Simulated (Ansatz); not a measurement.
# SnSe: the cost of one run

Program: Ansatz 0.2.0. Level of theory: DFT PBE+D3(BJ), scalar-relativistic, plane waves, PAW. These are calculated values, not measurements.

2 further runs of the same task are left out: 1 that didn't finish, 1 set aside as unsound or not needed. Runs told in other sessions of the task aren't counted.

**1. The system as given**

The structure is hexagonal, space group P-6m2 (No. 187). Conventional cell: a = 3.954 Å, b = 3.954 Å, c = 8.441 Å, α = 90.00°, β = 90.00°, γ = 120.00°. Around Sn (site symmetry 3m) lie 3 Se at 2.61 Å and 1 Sn at 2.77 Å. Se (site symmetry 3m) has 3 Sn at 2.61 Å in its first shell of neighbours.

Structure file:

```
CELL_PARAMETERS angstrom
3.95420 0.00000 0.00000
-1.97710 3.42444 0.00000
0.00000 0.00000 8.44132
ATOMIC_POSITIONS crystal
Sn 0.00000 0.00000 0.16392
Sn 0.00000 0.00000 0.83608
Se 0.33333 0.66667 0.31342
Se 0.33333 0.66667 0.68658
```

The cell is invented: sheets of the InSe type stacked, one a cell (P-6m2, No. 187). Its size is a rough estimate.

**2. Probe: one point on a coarse mesh**

input.yaml

```yaml
crystal:
  lattice:
    - [3.95419772, 0.0, 0.0]
    - [-1.97709886, 3.42443567, 0.0]
    - [0.0, 0.0, 8.44132097]
  atoms:
    - { symbol: Sn, position: [0.0, 0.0, 0.16391612] }
    - { symbol: Sn, position: [0.0, 0.0, 0.83608388] }
    - { symbol: Se, position: [0.33333333, 0.66666667, 0.31341783] }
    - { symbol: Se, position: [0.33333333, 0.66666667, 0.68658217] }
basis:
  ecutwfc: 420
kpoints:
  mp_grid: { grid: [6, 6, 2] }
hamiltonian:
  xc: pbe
  dispersion: d3bj
scf:
  occupations: { method: gaussian, width: 0.1 }
  lower_state_search: "off"
output:
  forces: true
  stress: true
  eigenvalues: true
```

Run with:

```sh
$ ansatz run input.yaml --threads 1 --pin off --max-ram 2560MiB --backend cpu --events-out ev --progress --plain --runs-dir out
```

**Question.** How long does this run take on 1 thread of Intel Xeon at 2.50GHz (Skylake/Cascade Lake), shared host, and how much memory does it need?

About 9.8 s, with a peak of 0.37 GiB.
